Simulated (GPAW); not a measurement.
# Ge (Fd-3m) in GPAW: a series of runs, part 2 of 2

GPAW 26.7.0. Earlier steps stand in the parts before.

## 5. Band structure, BEEF-vdW, spin-orbit coupling, no magnetisation

File run.py:

```python
import numpy as np
import spglib
from ase import Atoms
from ase.dft.bandgap import bandgap
from ase.io import read, write
from gpaw import GPAW, PW
from gpaw.spinorbit import soc_eigenstates

atoms = read('Ge.cif')
cell, positions, numbers = spglib.find_primitive(
    (atoms.cell[:], atoms.get_scaled_positions(), atoms.numbers), symprec=1e-4)
atoms = Atoms(numbers, cell=cell, scaled_positions=positions, pbc=True)

calc = GPAW(mode=PW(600),
            xc={'name': 'BEEF-vdW', 'backend': 'libvdwxc'},
            kpts={'size': (8, 8, 8), 'gamma': True},
            occupations={'name': 'fermi-dirac', 'width': 0.05},
            nbands=11,
            convergence={'density': 1e-05, 'energy': 1e-05},
            maxiter=150,
            txt='gpaw.txt')
atoms.calc = calc
energy = atoms.get_potential_energy()
forces = atoms.get_forces()
calc.write('gs.gpw')
write('result.traj', atoms)
print(f'Energy: {energy:.6f} eV')
print('Forces (eV/A):')
print(forces.round(4))
print('Fermi level:', round(calc.get_fermi_level(), 4), 'eV')
print(f'Gap: {bandgap(calc)[0]:.4f} eV, direct: {bandgap(calc, direct=True)[0]:.4f} eV')

path = atoms.cell.bandpath('GXWKGLUWLK,UX', npoints=80, eps=1e-4)
bs_calc = calc.fixed_density(kpts=path, symmetry='off', nbands=21,
                             convergence={'bands': 'CBM+6.0', 'eigenstates': 1e-6}, txt='bands.txt')
bs = bs_calc.band_structure()
bs.write('bs.json')
print(f'Gap on the path: {bandgap(bs_calc)[0]:.4f} eV')

soc = soc_eigenstates(bs_calc, theta=54.7, phi=45)
np.savetxt('soc_bands.dat', soc.eigenvalues(), fmt='%.4f')
mesh = soc_eigenstates('gs.gpw', theta=54.7, phi=45)
np.savetxt('soc_mesh.dat', mesh.eigenvalues(), fmt='%.4f')
print('Fermi level with spin-orbit coupling:', round(mesh.fermi_level, 4), 'eV')
```

File Ge.cif:

```cif
data_Ge
_cell_length_a 5.65782000
_cell_length_b 5.65782000
_cell_length_c 5.65782000
_cell_angle_alpha 90.00000000
_cell_angle_beta 90.00000000
_cell_angle_gamma 90.00000000
_space_group_name_H-M_alt 'Fd-3m'
_space_group_name_Hall 'F 4d 2 3 -1d'
_space_group_IT_number 227
loop_
_space_group_symop_operation_xyz
'x,y,z'
'-y+1/4,x+1/4,z+1/4'
'-x,-y+1/2,z+1/2'
'y+3/4,-x+1/4,z+3/4'
'x,-y,-z'
'-y+1/4,-x+3/4,-z+3/4'
'-x,y+1/2,-z+1/2'
'y+3/4,x+3/4,-z+1/4'
'z,x,y'
'z+1/4,-y+1/4,x+1/4'
'z+1/2,-x,-y+1/2'
'z+3/4,y+3/4,-x+1/4'
'-z,x,-y'
'-z+3/4,-y+1/4,-x+3/4'
'-z+1/2,-x,y+1/2'
'-z+1/4,y+3/4,x+3/4'
'y,z,x'
'x+1/4,z+1/4,-y+1/4'
'-y+1/2,z+1/2,-x'
'-x+1/4,z+3/4,y+3/4'
'-y,-z,x'
'-x+3/4,-z+3/4,-y+1/4'
'y+1/2,-z+1/2,-x'
'x+3/4,-z+1/4,y+3/4'
'-x+1/4,-y+1/4,-z+1/4'
'y,-x,-z'
'x+1/4,y+3/4,-z+3/4'
'-y+1/2,x,-z+1/2'
'-x+1/4,y+1/4,z+1/4'
'y,x+1/2,z+1/2'
'x+1/4,-y+3/4,z+3/4'
'-y+1/2,-x+1/2,z'
'-z+1/4,-x+1/4,-y+1/4'
'-z,y,-x'
'-z+3/4,x+1/4,y+3/4'
'-z+1/2,-y+1/2,x'
'z+1/4,-x+1/4,y+1/4'
'z+1/2,y,x+1/2'
'z+3/4,x+1/4,-y+3/4'
'z,-y+1/2,-x+1/2'
'-y+1/4,-z+1/4,-x+1/4'
[... 89 lines left out ...]
'-z+1/4,x+1/4,y+1/4'
'-z,-y+1/2,x+1/2'
'z+3/4,-x+1/4,y+3/4'
'z,y,x'
'z+1/4,x+1/4,-y+1/4'
'z+1/2,-y+1/2,-x'
'-y+3/4,-z+1/4,-x+3/4'
'-x+1/2,-z,y+1/2'
'y+1/4,-z+3/4,x+3/4'
'x+1/2,-z+1/2,-y'
'y+3/4,z+1/4,-x+3/4'
'x,z+1/2,y+1/2'
'-y+1/4,z+3/4,x+3/4'
'-x,z,-y'
'x+1/2,y+1/2,z'
'-y+3/4,x+3/4,z+1/4'
'-x+1/2,-y,z+1/2'
'y+1/4,-x+3/4,z+3/4'
'x+1/2,-y+1/2,-z'
'-y+3/4,-x+1/4,-z+3/4'
'-x+1/2,y,-z+1/2'
'y+1/4,x+1/4,-z+1/4'
'z+1/2,x+1/2,y'
'z+3/4,-y+3/4,x+1/4'
'z,-x+1/2,-y+1/2'
'z+1/4,y+1/4,-x+1/4'
'-z+1/2,x+1/2,-y'
'-z+1/4,-y+3/4,-x+3/4'
'-z,-x+1/2,y+1/2'
'-z+3/4,y+1/4,x+3/4'
'y+1/2,z+1/2,x'
'x+3/4,z+3/4,-y+1/4'
'-y,z,-x'
'-x+3/4,z+1/4,y+3/4'
'-y+1/2,-z+1/2,x'
'-x+1/4,-z+1/4,-y+1/4'
'y,-z,-x'
'x+1/4,-z+3/4,y+3/4'
'-x+3/4,-y+3/4,-z+1/4'
'y+1/2,-x+1/2,-z'
'x+3/4,y+1/4,-z+3/4'
'-y,x+1/2,-z+1/2'
'-x+3/4,y+3/4,z+1/4'
'y+1/2,x,z+1/2'
'x+3/4,-y+1/4,z+3/4'
'-y,-x,z'
'-z+3/4,-x+3/4,-y+1/4'
'-z+1/2,y+1/2,-x'
'-z+1/4,x+3/4,y+3/4'
'-z,-y,x'
'z+3/4,-x+3/4,y+1/4'
'z,y+1/2,x+1/2'
'z+1/4,x+3/4,-y+3/4'
'z+1/2,-y,-x+1/2'
'-y+3/4,-z+3/4,-x+1/4'
'-x+1/2,-z+1/2,y'
'y+1/4,-z+1/4,x+1/4'
'x+1/2,-z,-y+1/2'
'y+3/4,z+3/4,-x+1/4'
'x,z,y'
'-y+1/4,z+1/4,x+1/4'
'-x,z+1/2,-y+1/2'
loop_
_atom_site_label
_atom_site_type_symbol
_atom_site_symmetry_multiplicity
_atom_site_Wyckoff_symbol
_atom_site_fract_x
_atom_site_fract_y
_atom_site_fract_z
_atom_site_occupancy
Ge1 Ge 8 a 0.2500000000 0.2500000000 0.2500000000 1
```

Started as:

```bash
$ OMP_NUM_THREADS=1 python run.py
```

Run time: 57 s. Hardware: 1 thread of Intel Xeon Platinum 8259CL at 2.50GHz (Skylake/Cascade Lake), shared host; peak memory 0.27 GiB.

The run converged. Its results:

* Free energy: -174.7608 eV
* Band gap along the path: none (metal or under the smearing width)

Levels at the corners of the path, in eV from the Fermi level:
```tsv
point	band 5	band 6	band 7	band 8	band 9	band 10	band 11	band 12
Γ	-0.03	-0.03	-0.01	-0.01	-0.01	-0.01	2.34	2.34
X	-3.14	-3.14	-3.14	-3.14	0.75	0.75	0.75	0.75
W	-3.99	-3.99	-3.91	-3.91	4.20	4.20	4.34	4.34
K	-4.37	-4.37	-2.71	-2.71	1.15	1.15	4.06	4.06
Γ	-0.03	-0.03	-0.01	-0.01	-0.01	-0.01	2.34	2.34
L	-1.60	-1.60	-1.40	-1.40	0.14	0.14	3.65	3.65
U	-4.37	-4.37	-2.71	-2.71	1.15	1.15	4.06	4.06
W	-3.99	-3.99	-3.91	-3.91	4.20	4.20	4.34	4.34
L	-1.60	-1.60	-1.40	-1.40	0.14	0.14	3.65	3.65
K	-4.37	-4.37	-2.71	-2.71	1.15	1.15	4.06	4.06
U	-4.37	-4.37	-2.71	-2.71	1.15	1.15	4.06	4.06
X	-3.14	-3.14	-3.14	-3.14	0.75	0.75	0.75	0.75
```

Caveat: spin-orbit coupling was added after a scalar SCF, so levels and gaps hold it while energy, forces, pressure and moments don't; this program's spin-orbit splittings come out too wide for heavy elements; the PAW data sets were made with another functional, which shifts forces and pressure a little; this crystal is a semiconductor, whose small gap the functional closes, so the metal is an error of the method.

## 6. Comparison with measurements

Step 4. Against the measured bulk modulus of Ge, 75.8 GPa (quoted in “Sub-monolayer structures of Ag overlayers on Ge(111): experimental observations and first-principles study”, 2019, arxiv:1908.00180), the calculated 63 GPa is off by -17.2 %. The fit is for a static lattice scaled at fixed shape and fixed fractional positions. The cell as given is a measured one (22.64 Å³/atom); PBE+D3(BJ) puts the equilibrium volume +2.7 % from it, thermal expansion not counted.

Step 5. A measured gap of Ge is 0.807 eV (direct; 300 K; “Electronic and optical properties of SixGe1-x-ySny alloys lattice-matched to Ge”, 2021, arxiv:2109.02782); the calculated 0.00 eV misses it by -0.81 eV. 3 values of this kind are on record (0.666 to 0.807 eV); this one was drawn at random among those near their median. The value is that of BEEF-vdW, without temperature or zero-point motion.
